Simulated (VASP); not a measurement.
Runs of VASP 6.6.1 on CuI (Marshite). The structure is cubic, space group F-43m (No. 216). The conventional cell has a = 6.021 Å, b = 6.021 Å, c = 6.021 Å, α = 90.00°, β = 90.00°, γ = 90.00°. Cu (site symmetry -43m) is surrounded by 4 I at 2.61 Å. Around I (site symmetry -43m) lie 4 Cu at 2.61 Å. 

```csv
task,cell,gap on the mesh (eV),pressure (GPa)
relaxation of cell and atoms,relaxed,(c),0.0
relaxation of the atoms,atoms relaxed from: a relaxed cell with its volume scaled by 0.98,1.74,0.9
relaxation of the atoms,atoms relaxed,1.68,0.0
relaxation of the atoms,atoms relaxed from: a relaxed cell with its volume scaled by 1.02,1.62,-0.8
relaxation of the atoms,atoms relaxed from: a relaxed cell with its volume scaled by 0.96,(a),2.0
relaxation of the atoms,atoms relaxed from: a relaxed cell with its volume scaled by 1.06,1.51,-2.2
relaxation of the atoms,atoms relaxed from: a relaxed cell with its volume scaled by 1.04,1.56,-1.5
relaxation of the atoms,atoms relaxed from: a relaxed cell with its volume scaled by 0.94,(b),3.2
```

Alike in all rows: level r2SCAN; potentials or basis VASP PAW PBE potentials, release 64 (Cu, I); no spin polarisation; k mesh 8 × 8 × 8; cutoff (eV) 600; smearing gaussian 0.03 eV.

Problem. Fill in the values left out.

Solution. (a) 1.80; (b) 1.87; (c) 1.67.

Caveats: the PAW data sets were made with another functional, which shifts forces and pressure a little; spin-orbit coupling is left out, which moves the levels of the heavy elements; the relaxation stopped at its first step, so nothing moved (some runs).

A k mesh can miss the band edges, and the runs leave out spin-orbit coupling on I.
